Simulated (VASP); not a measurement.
## VASP 6.6.1 run: LiCl

INCAR

```
SIGMA = 0.02
LASPH = .TRUE.
ENCUT = 600
EDIFFG = -5E-3
ISIF = 3
EDIFF = 1E-7
NELM = 120
METAGGA = RTPSS
IBRION = 2
LCHARG = .FALSE.
ISMEAR = -1
PREC = Accurate
NBANDS = 12
NSW = 40
LWAVE = .FALSE.
LREAL = .FALSE.
```

KPOINTS

```
KPOINTS created by Atomic Simulation Environment
0
Gamma
8 8 8
0 0 0
```

POSCAR

```
Li Cl
 1.0000000000000000
     0.0000000000000000    2.5745971596289259    2.5745971596289259
     2.5745971596289259    0.0000000000000000    2.5745971596289259
     2.5745971596289259    2.5745971596289259    0.0000000000000000
 Li  Cl
   1   1
Cartesian
  0.0000000000000000 -0.0000000000000000 -0.0000000000000000
  2.5745971596289254  2.5745971596289254  2.5745971596289254
```

The recommended PBE PAW datasets give the neutral cell 10 valence electrons.

Command

```
mpirun -np 1 vasp_std
```

OSZICAR

```
N       E                     dE             d eps       ncg     rms          rms(c)
DAV:   1     0.134049221669E+03    0.13405E+03   -0.32534E+05   696   0.857E+05
DAV:   2     0.118135151527E+02   -0.12224E+03   -0.10169E+03  1184   0.670E+02
DAV:   3    -0.762250229985E+02   -0.88039E+02   -0.10632E+03  1288   0.223E+02
DAV:   4    -0.587814363130E+02    0.17444E+02   -0.48423E+02  1376   0.932E+01
DAV:   5    -0.170848377266E+03   -0.11207E+03   -0.17240E+03  1148   0.159E+02    0.190E+01
DAV:   6    -0.927320886859E+01    0.16158E+03   -0.66717E+01   728   0.375E+01    0.652E+00
DAV:   7    -0.934721260428E+01   -0.74004E-01   -0.51604E-01   928   0.623E+00    0.462E+00
DAV:   8    -0.931049387423E+01    0.36719E-01   -0.31864E-01   912   0.335E+00    0.203E+00
DAV:   9    -0.929778559741E+01    0.12708E-01   -0.22850E-01   756   0.427E+00    0.183E+00
DAV:  10    -0.931304664181E+01   -0.15261E-01   -0.18586E-01   896   0.354E+00    0.762E-01
...
DAV:   2    -0.931230291790E+01   -0.40882E-04   -0.80942E-03   840   0.770E-01    0.469E-02
DAV:   3    -0.931231590230E+01   -0.12984E-04   -0.93510E-03   720   0.822E-01    0.568E-02
DAV:   4    -0.931276917730E+01   -0.45327E-03   -0.12497E-02   868   0.962E-01    0.553E-02
DAV:   5    -0.931308681957E+01   -0.31764E-03   -0.17800E-02   724   0.116E+00    0.595E-02
DAV:   6    -0.931389946435E+01   -0.81264E-03   -0.25050E-02   820   0.137E+00    0.786E-02
DAV:   7    -0.931420765244E+01   -0.30819E-03   -0.32638E-02   732   0.159E+00    0.692E-02
DAV:   8    -0.931491493743E+01   -0.70728E-03   -0.37574E-02   812   0.169E+00    0.960E-02
DAV:   9    -0.931479330851E+01    0.12163E-03   -0.41630E-02   732   0.182E+00    0.694E-02
DAV:  10    -0.931484706496E+01   -0.53756E-04   -0.37842E-02   820   0.170E+00    0.934E-02
   5 F= -.93148471E+01 E0= -.93148471E+01  d E =-.133092E-11
```

Standard output (part)

```
...
|     might not be reliable so examine the results carefully. If you find     |
|     spurious results, we suggest increasing NELM, if you were close to      |
|     convergence or switching to a different ALGO or adjusting the           |
|     density mixing parameters otherwise.                                    |
 curvature:   0.00 expect dE= 0.000E+00 dE for cont linesearch  0.000E+00
 search vector abs. value=  0.256E-01
 bond charge predicted
|     The electronic self-consistency was not achieved in the given           |
|     number of steps (NELM). The forces and other quantities evaluated       |
|     might not be reliable so examine the results carefully. If you find     |
|     spurious results, we suggest increasing NELM, if you were close to      |
|     convergence or switching to a different ALGO or adjusting the           |
|     density mixing parameters otherwise.                                    |
 trial-energy change:   -0.009953  1 .order   -0.019454   -0.025591   -0.013316
 bond charge predicted
 curvature:  -1.04 expect dE=-0.165E-02 dE for cont linesearch -0.165E-02
 ZBRENT: interpolating
 opt :   1.7337  next Energy=    -9.311464 (dE=-0.180E-02)
 bond charge predicted
|     The electronic self-consistency was not achieved in the given           |
|     number of steps (NELM). The forces and other quantities evaluated       |
|     might not be reliable so examine the results carefully. If you find     |
|     spurious results, we suggest increasing NELM, if you were close to      |
|     convergence or switching to a different ALGO or adjusting the           |
|     density mixing parameters otherwise.                                    |
 curvature:  -0.71 expect dE=-0.775E-05 dE for cont linesearch -0.775E-05
 ZBRENT: interpolating
 opt :   1.7684  next Energy=    -9.312527 (dE=-0.287E-02)
 bond charge predicted
 hard stop encountered!  aborting job ...
|           W    W  A    A  R    R  N N  N  II  N N  N  G       !!!
```

| ionic step | ΔE (meV/atom) | volume (Å³) | largest force (eV/Å) | pressure (GPa) | electronic steps |
| --- | --- | --- | --- | --- | --- |
| 1 | 0.0 | 34.13 | 0.000 | -2.79 | 120 |
| 2 | -5.0 | 32.68 | 0.000 | -1.52 | 120 |
| 3 | -0.3 | 31.16 | 0.000 | 0.76 | 47 |
| 4 | -1.4 | 31.65 | 0.000 | -0.06 | 120 |
| 5 | -2.6 | 31.60 | 0.000 | -0.14 | 10 |

It was cut off at its time limit.

The run took about 15 min on one core of a shared host (Intel Xeon 6975P-C) and held 0.18 GiB at most.
